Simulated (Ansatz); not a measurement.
Input of an Ansatz 0.2.0 run:

The input run.py:

```python
import json

import ase.io
import numpy as np

import ansatz as az

atoms = ase.io.read("Sr.cif")
atoms.info.pop("occupancy", None)

calculation = (
    az.Crystal.from_ase(atoms)
    .calculation()
    .basis(density_ratio=4)
    .kpoints(6, 6, 6)
    .functional("rpbe", dispersion="d3bjatm")
    .pseudopotentials(kind="paw_fr")
    .spin("noncollinear", soc=True)
    .occupations(method="fermi_dirac", width=0.1)
    .forces()
    .stress()
    .band_table(publish=True)
)
outcome = calculation.run(threads=2, events_out="events.jsonl")

report = outcome.report
for line in open("events.jsonl"):
    event = json.loads(line)
    if event["event"] == "scf_iter":
        d = event["data"]
        print(f"SCF {d['iter']:3d}  HF = {d['harris_foulkes_ev']:.6f} eV  dr2 = {d['dr2_ev']:.2e} eV")
    elif event["event"] in ("relax_step", "md_step"):
        d = event["data"]
        print(f"{event['event']} {d['step']:3d}  E = {d['lagrangian_ev']:.6f} eV")
np.set_printoptions(precision=5, suppress=True, linewidth=110)
print("converged:", report["converged"], "after", report["n_iterations"], "iterations")
print(f"free energy {report['free_energy_ev']:.6f} eV, Fermi level {report['fermi_energy_ev']:.4f} eV")
for key in ("band_edges_ev", "magnetization_mub", "site_moments_mub", "site_moments_nc_mub", "forces_ev_ang",
                "stress_gpa"):
    if report.get(key) is not None:
        print(key, np.array(report[key]), sep="\n")
```

Contents of Sr.cif:

```cif
data_Sr
_cell_length_a 4.31228259
_cell_length_b 4.30885339
_cell_length_c 4.28570078
_cell_angle_alpha 60.98527307
_cell_angle_beta 59.35551941
_cell_angle_gamma 59.74298909
_space_group_name_H-M_alt 'P1'
_space_group_name_Hall 'P 1'
_space_group_IT_number 1
loop_
_space_group_symop_operation_xyz
'x,y,z'
loop_
_atom_site_label
_atom_site_type_symbol
_atom_site_symmetry_multiplicity
_atom_site_Wyckoff_symbol
_atom_site_fract_x
_atom_site_fract_y
_atom_site_fract_z
_atom_site_occupancy
Sr1 Sr 1 a 0.0025390000 0.0231850000 -0.0470040000 1
```

Potentials or basis: Ansatz PAW.

The run is started by

```console
$ python run.py
```

Question: What does it give for the band gap on the k mesh?

Answer: None (metal or under the smearing width).

Question: Estimate the pressure.

Answer: -5.1 GPa.

Stress tensor (GPa, compression positive):
```
-5.07 -0.03 -0.03
-0.03 -5.19  0.04
-0.03  0.04 -5.11
```

Caveat: the potentials were made for another functional, which shifts forces and pressure; pairwise dispersion overbinds metals, which lowers pressure and volume.
